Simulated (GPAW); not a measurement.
# TiO2 (P4_2/mnm) in GPAW: further runs, part 3 of 3

GPAW 26.7.0.

### Step 4. Dielectric tensor, RPBE

run.py reads:

```python
import numpy as np
from ase.dft.bandgap import bandgap
from ase.io import read, write
from gpaw import GPAW, PW
from gpaw.response.df import DielectricFunction

atoms = read('POSCAR')

calc = GPAW(mode=PW(550),
            xc='RPBE',
            kpts={'size': (5, 5, 7), 'gamma': True},
            occupations={'name': 'fermi-dirac', 'width': 0.001},
            nbands=43,
            convergence={'density': 1e-06},
            maxiter=150,
            txt='gpaw.txt')
atoms.calc = calc
energy = atoms.get_potential_energy()
calc.write('gs.gpw')
write('result.traj', atoms)
print(f'Energy: {energy:.6f} eV')
print('Fermi level:', round(calc.get_fermi_level(), 4), 'eV')
print(f'Gap: {bandgap(calc)[0]:.4f} eV, direct: {bandgap(calc, direct=True)[0]:.4f} eV')

for size in [(5, 5, 8)]:
    name = 'x'.join(str(n) for n in size)
    dense = calc.fixed_density(kpts={'size': size, 'gamma': True},
                               nbands=78, convergence={'bands': 72, 'eigenstates': 1e-7},
                               update_fermi_level=True, txt=f'dense-{name}.txt')
    dense.write(f'{name}.gpw', mode='all')
    df = DielectricFunction(f'{name}.gpw', frequencies=np.array([0.0]), hilbert=False, eta=0.001,
                            ecut=80, nbands=72, intraband=False, txt=f'df-{name}.txt')
    for xc in ['RPA']:
        for direction in ['x', 'y', 'z', [0, 1, 1], [1, 0, 1], [1, 1, 0]]:
            e0, e = df.get_macroscopic_dielectric_constant(xc=xc, direction=direction)
            print(f'{name} {xc} {direction}: {e0:.4f} without, {e:.4f} with local fields')
```

POSCAR reads:

```
TiO2
1.0
    4.5998373239      0.0000000000      0.0000000000
    0.0000000000      4.5998373239      0.0000000000
    0.0000000000      0.0000000000      2.9592135600
Ti O
2 4
Direct
    0.0000000000      0.0000000000      0.5000000000
    0.5000000000      0.5000000000      0.0000000000
    0.3043213200      0.3043213200      0.5000000000
    0.1956786800      0.8043213200      0.0000000000
    0.8043213200      0.1956786800      0.0000000000
    0.6956786800      0.6956786800      0.5000000000
```

Potentials or basis: the program's PAW data sets (release 1.2.1) made for this functional, pw.

Started as:

```console
$ OMP_NUM_THREADS=1 python run.py
```

gpaw.txt:

```text
__  _  _
 | _ |_)|_||  |
 |__||  | ||/\| - 26.7.0

Input parameters:
  mode=PW(ecut=550.0),
  convergence={'density': 1e-06},
  kpts=MonkhorstPack(size=(5, 5, 7), gamma=True),
  maxiter=150,
  nbands=43,
  occupations=Occupations(name='fermi-dirac', width=0.001),
  xc=XC(name='RPBE')

Diagonalizing LCAO Hamiltonian
Converting LCAO to pw mode
    .----------.
   /|          |
  / |          |
 *  |      O   |
 |  .O---------.
 Ti/  O Ti    /
 |/       O  /
 *----------*

Atoms  # Å, Bohr magnetons
|   | symbol |        x |        y |        z |    initial magnetic moments |
|---|--------|----------|----------|----------|-----------------------------|
| 0 |     Ti | 0.000000 | 0.000000 | 1.479607 | ( 0.0000,  0.0000,  0.0000) |
| 1 |     Ti | 2.299919 | 2.299919 | 0.000000 | ( 0.0000,  0.0000,  0.0000) |
| 2 |      O | 1.399829 | 1.399829 | 1.479607 | ( 0.0000,  0.0000,  0.0000) |
| 3 |      O | 0.900090 | 3.699747 | 0.000000 | ( 0.0000,  0.0000,  0.0000) |
| 4 |      O | 3.699747 | 0.900090 | 0.000000 | ( 0.0000,  0.0000,  0.0000) |
| 5 |      O | 3.200009 | 3.200009 | 1.479607 | ( 0.0000,  0.0000,  0.0000) |

Unit cell  # Å
| periodic |        x |        y |        z |  lengths |    angles |
|----------|----------|----------|----------|----------|-----------|
|      yes | 4.599837 | 0.000000 | 0.000000 | 4.599837 | 90.000000 |
|      yes | 0.000000 | 4.599837 | 0.000000 | 4.599837 | 90.000000 |
|      yes | 0.000000 | 0.000000 | 2.959214 | 2.959214 | 90.000000 |

Number of symmetries: 8
Symmetry operations  # r_c * U_cc + t_c -> r_c
|   | kind |            matrix            |
|---|------|------------------------------|
| 0 |  E   |  1, 0, 0,  0, 1, 0,  0, 0, 1 |
| 1 |  σ   |  1, 0, 0,  0, 1, 0,  0, 0,-1 |
| 2 |  σ   |  0, 1, 0,  1, 0, 0,  0, 0, 1 |
| 3 |  C2  |  0, 1, 0,  1, 0, 0,  0, 0,-1 |
| 4 |  σ   |  0,-1, 0, -1, 0, 0,  0, 0, 1 |
| 5 |  C2  |  0,-1, 0, -1, 0, 0,  0, 0,-1 |
| 6 |  C2  | -1, 0, 0,  0,-1, 0,  0, 0, 1 |
| 7 |  i   | -1, 0, 0,  0,-1, 0,  0, 0,-1 |

BZ-sampling:
  Number of BZ points: 175
  Number of IBZ points: 36

  Monkhorst-Pack size: [5, 5, 7]
  Monkhorst-Pack shift: [0, 0, 0]

K-points  # in reciprocal-cell coordinates
|     |                                coordinates |     weight |
|-----|--------------------------------------------|------------|
|   0 | (  0.00000000,   0.00000000,   0.00000000) | 0.00571429 |
|   1 | (  0.00000000,   0.00000000,   0.14285714) | 0.01142857 |
[... 56 lines left out ...]
    |    d |        |      23.004 |    1.058 |

    Using partial waves for Ti as LCAO basis

  O:
    name:    Oxygen
    Z:       8.0
    valence: 6
    core:    2
    charge:  0.0  # [|e|]
    compensation charges:
      type: gauss
      rc: 0.21  # [Å]
      lmax: 2
    cutoffs:
      filter: 1.17  # [Å]
      core: 0.83  # [Å]
    projectors
    | kind |    occ | energy [eV] | rcut [Å] |
    |------|--------|-------------|----------|
    |   2s |  2.000 |     -24.041 |    0.688 |
    |   2p |  4.000 |      -8.984 |    0.598 |
    |    s |        |       3.170 |    0.688 |
    |    p |        |      18.228 |    0.598 |
    |    d |        |       0.000 |    0.619 |

    Using partial waves for O as LCAO basis

Reference energy: -54629.490562  # eV

eigensolver:
  PPCG
  Converge bands: occupied
  niter=2

density mixing:
  MSR1-Mixer
  Pratt-step length: 0.05
  Maximum mixing coefficient: 0.75
  Old densities: 10
  SVD Regularization: 0.005
  Good broyden scale: 1.0
  Trust region scale: 1.0
  Backstep threshold: 4.0
  History deletion threshold: 6.0
  Fourier metric: weight=20.0, sigma=0.015

occupation numbers:
  Fermi-Dirac:
    width: 0.0010  # eV

poisson solver:
  ecut: 4400.0  # eV

xc functional:
  name: RPBE with 2 nearest neighbor stencil

convergence criteria:
- Maximum integral of absolute [dens]ity change: 1e-06 electrons / valence electron
- Maximum [total energy] change in last 3 cyles: 0.0005 eV / valence electron
- Maximum integral of absolute [eigenst]ate change: 4e-08 eV^2 / valence electron
maximum number of iterations: 150

SCF iterations
|iter     | |      energy | eigst |  dens |
|---------|-|-------------|-------|-------|
|iter:   1| |  -57.915309 | -0.32 |       |
|iter:   2| |  -54.925914 | -1.96 | -0.78 |
|iter:   3| |  -49.410977 | -0.69 | -0.85 |
|iter:   4| |  -48.880532 | -1.84 | -1.29 |
|iter:   5| |  -48.870312 | -2.48 | -1.55 |
|iter:   6| |  -48.863886c| -3.34 | -1.95 |
|iter:   7| |  -48.864119c| -4.57 | -2.84 |
|iter:   8| |  -48.864254c| -5.45 | -3.28 |
|iter:   9| |  -48.864194c| -5.95 | -3.37 |
|iter:  10| |  -48.864200c| -6.90 | -3.98 |
|iter:  11| |  -48.864200c| -7.81c| -4.53 |
|iter:  12| |  -48.864201c| -7.60c| -4.79 |
|iter:  13| |  -48.864201c| -7.77c| -5.10 |
|iter:  14| |  -48.864201c| -8.76c| -5.92 |
|iter:  15| |  -48.864201c| -9.65c| -6.40c|

Converged in 15 steps
Energy contributions relative to reference atoms: (reference = -54629.490562)

Energy contributions:
  Kinetic:          57.417967
  Coulomb:         -65.273248
  Zero:              0.788535
  External:          0.000000
  Xc:              -41.797456
  Entropy:          -0.000000
  Spinorbit:         0.000000
  ----------------------------
  Free energy:     -48.864201
  Extrapolated:    -48.864201

dipole moment: (-14.823319, -14.823319, -26.171737)  # |e|*Ang

Fermi level: 6.340
Eigenvalues  # (at kpt = [0.000, 0.000, 0.000])
| band index |      eig [eV] | occ [0-2] |
|------------|---------------|-----------|
|          0 |       -51.280 |     2.000 |
|        ... |               |           |
|         16 |         1.969 |     2.000 |
|         17 |         3.227 |     2.000 |
|         18 |         3.227 |     2.000 |
|         19 |         3.799 |     2.000 |
|         20 |         5.048 |     2.000 |
|         21 |         5.304 |     2.000 |
[... 8 lines left out ...]
|         30 |        10.340 |     0.000 |
|         31 |        12.345 |     0.000 |
|        ... |               |           |
|         42 |        25.400 |     0.000 |

Gap: 1.906 eV
Transition (v -> c):
  (s=0, k=0, n=23, [0.00, 0.00, 0.00]) -> (s=0, k=0, n=24, [0.00, 0.00, 0.00])
No difference between direct/indirect transitions
# Writing to gs.gpw (mode='')
```

df-5x5x8.txt:

```text
FrequencyGridDescriptor(from 0.000 to 0.000 eV, 1 points)
FrequencyGridDescriptor(from 0.000 to 0.000 eV, 1 points)

Calculating chi0 body with:
    Ground state adapter containing:
    Number of spins: 1
    Number of kpoints: 200
    Number of irreducible kpoints: 45
    Number of completely occupied states: 24
    Number of partially occupied states: 24

    Linear response parametrization:
    q_c: [0.0, 0.0, 0.0]
    Number of frequency points: 1
    Planewave cutoff: 80.0
    Number of bands: 72
    Number of planewaves: 97
    Broadening (eta): 0.001

Integrating chi0 body.

Symmetries of q_c:
    Direct symmetries (Uq -> q): 8
    Indirect symmetries (TUq -> q): 0
In total 8 allowed symmetries.

Integral kind: response function

Calculating chi0 optical extensions with:
    Ground state adapter containing:
    Number of spins: 1
    Number of kpoints: 200
    Number of irreducible kpoints: 45
    Number of completely occupied states: 24
    Number of partially occupied states: 24

    Linear response parametrization:
    Number of frequency points: 1
    Planewave cutoff: 80.0
    Number of bands: 72
    Number of planewaves: 97
    Broadening (eta): 0.001
Integrating chi0 head and wings.

Symmetries of q_c:
    Direct symmetries (Uq -> q): 8
    Indirect symmetries (TUq -> q): 0
In total 8 allowed symmetries.

Integral kind: response function wings

Finished calculating chi0
```

Wall time 4.6 min (1 thread of Arm Neoverse V1, shared host); peak memory 0.49 GiB.

What came out:

| Quantity | Value |
| --- | --- |
| Free energy | -48.8642 eV |
| Band gap on the k mesh | 1.91 eV, direct |
| Electronic dielectric tensor (diagonal) | 6.46, 6.46, 7.64 |

Electronic dielectric tensor:
```
6.46 0.00 0.00
0.00 6.46 0.00
0.00 0.00 7.64
```

Caveat: the long-wavelength limit can be off by several per cent where d states take part; an odd mesh through Γ misses points on the zone boundary, where band edges often lie.

### Step 5. Overview

```csv
task,level,potentials or basis,k mesh,cutoff (eV),smearing,band path,band points,data set,response ecut,response k mesh,gap on the mesh (eV),pressure (GPa),largest force (eV/Å)
band structure,PBE,"JTH PAW 2.0, PBE, pw",5 × 5 × 8,800,fermi-dirac 0.05 eV,"GXMGZRAZ,XR,MA",80,"O jth, Ti jth",-,-,1.86,4.8,0.01
band structure,PBE,"SG15 ONCV 1.2, pw",5 × 5 × 8,1100,fermi-dirac 0.05 eV,"GXMGZRAZ,XR,MA",80,-,-,-,1.91,4.4,0.01
dielectric tensor,RPBE,"the program's PAW data sets (release 1.2.1) made for this functional, pw",5 × 5 × 7,550,fermi-dirac 0.001 eV,-,-,-,80 eV,5 × 5 × 8,1.91,-,-
```

Alike in all rows: no spin polarisation; cell as given.

Caveats: the program truncates these outside data sets (some runs); the long-wavelength limit can be off by several per cent where d states take part (some runs); an odd mesh through Γ misses points on the zone boundary, where band edges often lie (some runs).

Absolute energies hang on the potentials; compare differences alone.

### Step 6. Comparison with measurements

Step 2. A measured gap of TiO2 is 3.03 eV (direct; 1.6 K; quoted in “Shallow Valence Band of Rutile GeO2 and P-type Doping”, 2020, arxiv:2011.08928); the calculated 1.86 eV misses it by -1.17 eV. 2 values of this kind are on record in papers (3.03 to 3.05 eV); this one was drawn at random among those near their median. The value is that of PBE, without temperature or zero-point motion. Semilocal functionals fall short of measured gaps as a rule. The cell is a database's relaxed one, not the measured one, which moves gaps too.

Step 3. Measured gap of TiO2: 3.03 eV (direct; 1.6 K; quoted in “Shallow Valence Band of Rutile GeO2 and P-type Doping”, 2020, arxiv:2011.08928). This calculation gives 1.91 eV (-1.12 eV). 2 values of this kind are on record in papers (3.03 to 3.05 eV); this one was drawn at random among those near their median. The value is that of PBE, without temperature or zero-point motion. Semilocal functionals fall short of measured gaps as a rule. The cell is a database's relaxed one, not the measured one, which moves gaps too.

Step 4. The gap isn't set beside the measured one, since this odd mesh misses points on the zone boundary.
